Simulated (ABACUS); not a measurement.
# Ge (P6_3/mmc) in ABACUS: a series of runs

One crystal, Ge, is run at these levels: LDA, r2SCAN; tasks: single point.

All numbers are computed with ABACUS 3.10.1; they aren't measurements. Logs are shortened: lines on timing, memory, paths and dates and some standing lists are left out, and cuts for length are marked.

**1. The structure**

The structure is hexagonal, space group P6_3/mmc (No. 194). Conventional cell: a = 3.998 Å, b = 3.998 Å, c = 6.599 Å, α = 90.00°, β = 90.00°, γ = 120.00°. Ge (site symmetry 3m) has 4 Ge at 2.45 to 2.47 Å as nearest neighbours.

This isn't the form of Ge at room conditions, which is diamond.

**2. Single point, LDA**

Contents of INPUT:

```
INPUT_PARAMETERS
suffix              Ge
calculation         scf
basis_type          pw
pseudo_dir          ./
latname             hexagonal
symmetry            1
dft_functional      pz
ecutwfc             40
pseudo_rcut         10
nspin               1
nbands              40
ks_solver           dav
smearing_method     fd
smearing_sigma      0.00367493
scf_thr             1e-08
scf_nmax            100
mixing_type         broyden
mixing_beta         0.7
cal_force           1
cal_stress          1
ecutrho             320
out_chg             1
kpar                4
```

Contents of STRU:

```
ATOMIC_SPECIES
Ge 72.6300 ge_lda_v1.4.uspp.F.UPF

LATTICE_CONSTANT
7.5543424031

LATTICE_PARAMETERS
1.6508408347

ATOMIC_POSITIONS
Direct

Ge
0.0
4
0.3333333333 0.6666666667 0.9370987500 1 1 1
0.6666666667 0.3333333333 0.4370987500 1 1 1
0.3333333333 0.6666666667 0.5629012500 1 1 1
0.6666666667 0.3333333333 0.0629012500 1 1 1
```

Contents of KPT:

```
K_POINTS
0
Gamma
6 6 3 0 0 0
```

Potentials or basis: GBRV ultrasoft 1.5 LDA, plane waves.

Started as:

```console
$ OMP_NUM_THREADS=1 mpirun -np 4 abacus > log
```

running log:

```text
ABACUS v3.10.1

               Atomic-orbital Based Ab-initio Computation at UStc

 ------------------------------------------------------------------------------------

 READING GENERAL INFORMATION
                           global_out_dir = OUT.Ge/
                           global_in_card = INPUT
                               pseudo_dir = ./
                              orbital_dir =
                                    DSIZE = 4
                                    GSIZE = 1

 READING UNITCELL INFORMATION
                                    ntype = 1
                  lattice constant (Bohr) = 7.55434
              lattice constant (Angstrom) = 3.99758

 READING ATOM TYPE 1
                               atom label = Ge
                      L=0, number of zeta = 1
                      L=1, number of zeta = 1
                      L=2, number of zeta = 1
             number of atom for this type = 4

                        TOTAL ATOM NUMBER = 4
DIRECT COORDINATES
    atom                   x                   y                   z     mag                  vx                  vy                  vz
taud_Ge1            0.3333333333        0.6666666667        0.9370987500  0.0000        0.0000000000        0.0000000000        0.0000000000
taud_Ge2            0.6666666667        0.3333333333        0.4370987500  0.0000        0.0000000000        0.0000000000        0.0000000000
taud_Ge3            0.3333333333        0.6666666667        0.5629012500  0.0000        0.0000000000        0.0000000000        0.0000000000
taud_Ge4            0.6666666667        0.3333333333        0.0629012500  0.0000        0.0000000000        0.0000000000        0.0000000000

                          Volume (Bohr^3) = 616.348
                             Volume (A^3) = 91.3332

 Lattice vectors: (Cartesian coordinate: in unit of a_0)
                   +1                  +0                  +0
                 -0.5           +0.866025                  +0
                   +0                  +0            +1.65084
 Reciprocal vectors: (Cartesian coordinate: in unit of 2 pi/a_0)
                   +1            +0.57735                  -0
                   -0             +1.1547                  -0
                   +0                  -0           +0.605752
 The esolver type has been set to : ksdft_pw

                PAO radial cut off (Bohr) = 10

 Read in pseudopotential file is ge_lda_v1.4.uspp.F.UPF
                     pseudopotential type = US
          exchange-correlation functional = PZ
                 nonlocal core correction = 1
                        valence electrons = 14
                                     lmax = 2
                           number of zeta = 3
                     number of projectors = 6
                           L of projector = 0
                           L of projector = 0
                           L of projector = 1
                           L of projector = 1
                           L of projector = 2
                           L of projector = 2
     initial pseudo atomic orbital number = 36

 SETUP THE ELECTRONS NUMBER
            electron number of element Ge = 14
      total electron number of element Ge = 56
            AUTOSET number of electrons:  = 56
                           occupied bands = 28
                                   NBANDS = 40
                                   NLOCAL = 36

%%%%%%%%%%%%%%%%%%%%%%%%%%%%%%%%%%%%%%%%%%%%%%%%%%%%%%%%%%%%%%%%%%%%%%%%%%%%%%%%%%%%%%%%%%%%%%%%%%%%%%%%%%
 Warning: the number of valence electrons in pseudopotential > 4 for Ge: [Ar] 3d10 4s2 4p2
 Pseudopotentials with additional electrons can yield (more) accurate outcomes, but may be less efficient.
 If you're confident that your chosen pseudopotential is appropriate, you can safely ignore this warning.
%%%%%%%%%%%%%%%%%%%%%%%%%%%%%%%%%%%%%%%%%%%%%%%%%%%%%%%%%%%%%%%%%%%%%%%%%%%%%%%%%%%%%%%%%%%%%%%%%%%%%%%%%%

 SETUP THE PLANE WAVE BASIS
 energy cutoff for charge/potential (unit:Ry) = 160
            fft grid for charge/potential = [ 32, 32, 54 ]
                        fft grid division = [ 1, 1, 1 ]
        big fft grid for charge/potential = [ 45, 45, 72 ]
                                     nbxx = 145800
                                     nrxx = 55296

 SETUP PLANE WAVES FOR CHARGE/POTENTIAL
                    number of plane waves = 21159
                         number of sticks = 637

 PARALLEL PW FOR CHARGE/POTENTIAL
     PROC   COLUMNS(POT)             PW
        1            637          21159
 --------------- sum -------------------
        1            637          21159
                            number of |g| = 1062
                                  max |g| = 231.269
                                  min |g| = 0

 energy cutoff for dense charge/potential (unit:Ry) = 320
      fft grid for dense charge/potential = [ 45, 45, 72 ]
                                     nrxx = 145800

 SETUP PLANE WAVES FOR dense CHARGE/POTENTIAL
                    number of plane waves = 59615
                         number of sticks = 1261

 PARALLEL PW FOR dense CHARGE/POTENTIAL
     PROC   COLUMNS(POT)             PW
        1           1261          59615
 --------------- sum -------------------
        1           1261          59615
                            number of |g| = 2706
                                  max |g| = 462.543
                                  min |g| = 0

----------- Double Check Mixing Parameters Begin ------------
mixing_type: broyden
mixing_beta: 0.7
mixing_gg0: 1
mixing_gg0_min: 0.1
mixing_ndim: 8
----------- Double Check Mixing Parameters End ------------

 LATTICE VECTORS: (CARTESIAN COORDINATE: IN UNIT OF A0)
                   +1                  +0                  +0
                 -0.5           +0.866025                  +0
                   +0                  +0            +1.65084
                       right hand lattice = 1
                                   NORM_A = 1
                                   NORM_B = 1
                                   NORM_C = 1.65084
                           ALPHA (DEGREE) = 90
                           BETA  (DEGREE) = 90
                           GAMMA (DEGREE) = 120

 The lattice vectors have been changed (STRU_SIMPLE.cif)

(for optimal symmetric configuration:)
                             BRAVAIS TYPE = 4
                     BRAVAIS LATTICE NAME = 04. Hexagonal cell
                                    ibrav = 4
                                    IBRAV = 4
                                  BRAVAIS = HEXAGONAL CELL
                       LATTICE CONSTANT A = 1
                                C/A RATIO = 1.65084
Original cell was already a primitive cell.
                        ROTATION MATRICES = 24
              PURE POINT GROUP OPERATIONS = 12
                   SPACE GROUP OPERATIONS = 24
                                       C2 = 3
                                       C3 = 2
                                       C4 = 0
                                       C6 = 0
                                       S1 = 3
                                       S3 = 0
                                       S4 = 0
                                       S6 = 2
                              POINT GROUP = D_3d
                                       C2 = 7
                                       C3 = 2
                                       C4 = 0
                                       C6 = 2
                                       S1 = 7
                                       S3 = 2
                                       S4 = 0
                                       S6 = 2
               POINT GROUP IN SPACE GROUP = D_6h

 SETUP K-POINTS
                                    nspin = 1
                   Input type of k points = Monkhorst-Pack(Gamma)
                                   nkstot = 108
                       right hand lattice = 1
(for reciprocal lattice: )
                             BRAVAIS TYPE = 4
                     BRAVAIS LATTICE NAME = 04. Hexagonal cell
                                    ibrav = 4
                       right hand lattice = 1
(for k-lattice: )
                             BRAVAIS TYPE = 4
                     BRAVAIS LATTICE NAME = 04. Hexagonal cell
                                    ibrav = 4
                       right hand lattice = 1
                        ROTATION MATRICES = 24
                               nkstot_ibz = 14
K-POINTS REDUCTION ACCORDING TO SYMMETRY
     IBZ    DIRECT_X    DIRECT_Y    DIRECT_Z  WEIGHT  ibz2bz
       1  0.00000000  0.00000000  0.00000000  0.0093       0
       2 -0.16666667  0.16666667  0.00000000  0.0556       1
       3 -0.33333333  0.33333333  0.00000000  0.0556       2
       4  0.50000000  0.50000000  0.00000000  0.0278       3
       5 -0.16666667  0.33333333  0.00000000  0.0556       7
       6  0.50000000  0.33333333  0.00000000  0.1111       8
       7  0.33333333  0.33333333  0.00000000  0.0185      14
       8  0.00000000  0.00000000  0.33333333  0.0185      36
       9 -0.16666667  0.16666667  0.33333333  0.1111      37
      10 -0.33333333  0.33333333  0.33333333  0.1111      38
      11  0.50000000  0.50000000  0.33333333  0.0556      39
      12 -0.16666667  0.33333333  0.33333333  0.1111      43
      13  0.50000000  0.33333333  0.33333333  0.2222      44
      14  0.33333333  0.33333333  0.33333333  0.0370      50

                               nkstot now = 14
[... K-POINTS DIRECT COORDINATES: 14 rows ...]

           k-point number in this process = 4
       minimum distributed K point number = 3
[... stars of the k points ...]

[... K-POINTS CARTESIAN COORDINATES: 4 rows ...]

[... K-POINTS DIRECT COORDINATES: 4 rows ...]

 SETUP PLANE WAVES FOR WAVE FUNCTIONS
     energy cutoff for wavefunc (unit:Ry) = 40
              fft grid for wave functions = [ 32, 32, 54 ]
                    number of plane waves = 3839
                         number of sticks = 199

 PARALLEL PW FOR WAVE FUNCTIONS
     PROC   COLUMNS(POT)             PW
        1            199           3839
 --------------- sum -------------------
        1            199           3839

 SETUP NONLOCAL PSEUDOPOTENTIALS IN PLANE WAVE BASIS
 Ge non-local projectors:
 projector 1 L=0
 projector 2 L=0
 projector 3 L=1
 projector 4 L=1
 projector 5 L=2
 projector 6 L=2
      TOTAL NUMBER OF NONLOCAL PROJECTORS = 72

 Init Non-Local PseudoPotential table :
 Init Non-Local-Pseudopotential done.

                                     npwx = 2661

 Make real space PAO into reciprocal space.
       max mesh points in Pseudopotential = 695
     dq(describe PAO in reciprocal space) = 0.01
                                    max q = 763

 number of pseudo atomic orbitals for Ge is 3
WARNING: norm of atomic wavefunction # 3 of atomic type Ge is 0.999823, renormalized

 -------------------------------------------
 SELF-CONSISTENT
 -------------------------------------------
                                 init_chg = atomic

 PW ALGORITHM --------------- ION=   1  ELEC=   1--------------------------------

 Notice: Threshold on eigenvalues was too large.
 hsover_error=0.56 > DRHO=0.0688957
 Origin diag ethr = 0.01
 New diag ethr = 0.000123028

 Density error is 0.0693344614127
                          Error Threshold = 0.000123027975162
----------------------------------------------------------
     Energy           Rydberg                 eV
----------------------------------------------------------
 E_KohnSham     -852.3310512437      -11596.5588792440
 E_Harris       -851.7110719792      -11588.1236286049
 E_Fermi        0.5684515195         7.7341797015
----------------------------------------------------------
[... 51 lines left out ...]
 Density error is 8.42454065388e-09
                          Error Threshold = 2.63505821506e-10
----------------------------------------------------------
     Energy           Rydberg                 eV
----------------------------------------------------------
 E_KohnSham     -852.3319636170      -11596.5712927198
 E_KS(sigma->0) -852.3319134427      -11596.5706100640
 E_Harris       -852.3310657303      -11596.5590763446
 E_band         -46.2948354952       -629.8735507079
 E_one_elec     -561.1913546787      -7635.4000919696
 E_Hartree      331.2695628758       4507.1536290806
 E_xc           -229.0654972595      -3116.5959779319
 E_Ewald        -393.3445742061      -5351.7274865873
 E_entropy(-TS) -0.0001003485        -0.0013653116
 E_descf        0.0000000000         0.0000000000
 E_exx          0.0000000000         0.0000000000
 E_Fermi        0.5915556237         8.0485271668
----------------------------------------------------------

 charge density convergence is achieved
 final etot is -11596.571293 eV
 EFERMI = 8.0485271668 eV

 STATE ENERGY(eV) AND OCCUPATIONS    NSPIN == 1
 1/4 kpoint (Cartesian) = 0.0000 0.0000 0.0000 (2647 pws)
       1       -16.8727      0.0185185
       2       -16.8727      0.0185185
       3       -16.8347      0.0185185
       4       -16.8347      0.0185185
       5       -16.8338      0.0185185
       6       -16.8209      0.0185185
[... 158 lines left out ...]
      39        18.2916        0.00000
      40        18.9318        0.00000

------------------------------------------------------------------------------------------
 TOTAL-FORCE (eV/Angstrom)
------------------------------------------------------------------------------------------
                       Ge1         0.0000000000         0.0000000000        -0.0100097685
                       Ge2         0.0000000000         0.0000000000        -0.0100097685
                       Ge3         0.0000000000         0.0000000000         0.0100097685
                       Ge4         0.0000000000         0.0000000000         0.0100097685
------------------------------------------------------------------------------------------

----------------------------------------------------------------
 TOTAL-STRESS (KBAR)
----------------------------------------------------------------
       -15.9527348619        -0.0000000000        -0.0000000000
         0.0000000000       -15.9527348619         0.0000000000
         0.0000000000        -0.0000000000       -20.8274912192
----------------------------------------------------------------
 TOTAL-PRESSURE: -17.577654 KBAR

 --------------------------------------------
 !FINAL_ETOT_IS -11596.5712927197891986 eV
 --------------------------------------------
```

Wall time 28 s (4 MPI ranks of Intel Xeon Platinum 8259CL at 2.50GHz (Skylake/Cascade Lake), shared host); peak memory 1.2 GiB.

Results:

```yaml
Free_energy: -11596.5713 eV
Pressure: -1.8 GPa
Largest_force: 0.010 eV/Å
Band_gap_on_the_k_mesh: 0.27 eV, direct
```

Forces in eV/Å, atoms in the order of the input:
```
Ge   0.000  0.000 -0.010
Ge   0.000  0.000 -0.010
Ge   0.000  0.000  0.010
Ge   0.000  0.000  0.010
```

Levels at points of the mesh, in eV from the valence-band top:
```
           k point  band 24  band 25  band 26  band 27  band 28  band 29  band 30  band 31  band 32  band 33
(0.00, 0.00, 0.00)    -1.32    -1.32    -0.07    -0.05     0.00     0.27     0.27     2.40     2.40     2.87
(0.50, 0.50, 0.00)    -6.65    -4.43    -2.90    -2.66    -1.29     0.60     1.70     3.64     3.84     4.43
```

Caveat: an odd mesh through Γ misses points on the zone boundary, where band edges often lie.

**3. Single point, r2SCAN**

INPUT: that of step 2 with these lines changed.

```diff
@@ -5,7 +5,6 @@
 pseudo_dir          ./
-latname             hexagonal
 symmetry            1
-dft_functional      pz
-ecutwfc             40
-pseudo_rcut         10
+dft_functional      MGGA_X_R2SCAN+MGGA_C_R2SCAN
+ecutwfc             91
+pseudo_rcut         7
 nspin               1
@@ -21,3 +20,3 @@
 cal_stress          1
-ecutrho             320
+mixing_tau          1
 out_chg             1
```

STRU: that of step 2 with these lines changed.

```diff
@@ -1,9 +1,11 @@
 ATOMIC_SPECIES
-Ge 72.6300 ge_lda_v1.4.uspp.F.UPF
+Ge 72.6300 Ge_ONCV_PBE-1.2.upf
 
 LATTICE_CONSTANT
-7.5543424031
+1.8897261246
 
-LATTICE_PARAMETERS
-1.6508408347
+LATTICE_VECTORS
+3.9975858431 0.0000000000 0.0000000000
+-1.9987929216 3.4620108940 0.0000000000
+0.0000000000 0.0000000000 6.5993779500
```

Contents of KPT:

```
K_POINTS
0
Gamma
5 5 3 0 0 0
```

Potentials or basis: SG15 ONCV 1.2 PBE, plane waves.

Started as:

```console
$ OMP_NUM_THREADS=1 mpirun -np 4 abacus > log
```

It took 44 s on 4 MPI ranks of Intel Xeon 6975P-C (Granite Rapids), shared host; peak memory 0.8 GiB.

The run converged. Its results:

| Property | Result |
| --- | --- |
| Free energy | -7656.0085 eV |
| Pressure | -1.7 GPa |
| Largest force | 0.026 eV/Å |
| Band gap on the k mesh | 0.12 eV, direct |

Forces in eV/Å, atoms in the order of the input:
```
Ge   0.000  0.000 -0.026
Ge   0.000  0.000 -0.026
Ge   0.000  0.000  0.026
Ge   0.000  0.000  0.026
```

Stress tensor (GPa, compression positive):
```
-1.43  0.00  0.00
 0.00 -1.43  0.00
 0.00  0.00 -2.19
```

Levels at points of the mesh, in eV from the valence-band top:
```tsv
k point	band 26	band 27	band 28	band 29	band 30	band 31
(0.00, 0.00, 0.00)	-0.21	-0.15	0.00	0.12	0.12	2.52
```

Caveat: the potentials were made for another functional, which shifts forces and pressure; an odd mesh through Γ misses points on the zone boundary, where band edges often lie.
